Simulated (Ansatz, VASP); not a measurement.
**Two plane-wave programs on CaF2**

```xyz
3
Lattice="0.0000 2.7712 2.7712 2.7712 0.0000 2.7712 2.7712 2.7712 0.0000" Properties=species:S:1:pos:R:3 pbc="T T T"
Ca    0.0000    0.0000    0.0000
F     1.3856    1.3856    1.3856
F     4.1567    4.1567    4.1567
```

The cell comes from a database or a generator and needn't be the stable form of this composition.

Alike in both runs: task single point; functional r2SCAN; dispersion D3(BJ); k mesh 6 × 6 × 6; occupations gaussian, width 0.05 eV; no spin polarisation.

|  | VASP | Ansatz |
| --- | --- | --- |
| version | VASP 6.6.1 | Ansatz 0.2.0 |
| potentials or method | VASP PAW PBE potentials, release 64 (Ca_sv, F) | scalar-relativistic, plane waves, PAW |
| plane-wave cutoff (eV) | 520 | 500 |
| valence electrons in the cell | 24 | 24 |

VASP gave:

* gap on the k mesh at the Fermi level (eV): 7.69
* least direct gap on the mesh (eV): 7.94
* pressure (GPa): -4.9

Task: What did Ansatz give for the same quantities?

Result: gap on the k mesh at the Fermi level (eV): 7.70; least direct gap on the mesh (eV): 7.95; pressure (GPa): -5.3.

Ansatz warned: «dispersion_damping_borrowed».

Caveats: the PAW data sets were made with another functional, which shifts forces and pressure a little (VASP). A k mesh can miss the band edges. r2SCAN opens gaps a little over a GGA but as a rule still falls short of measured ones.
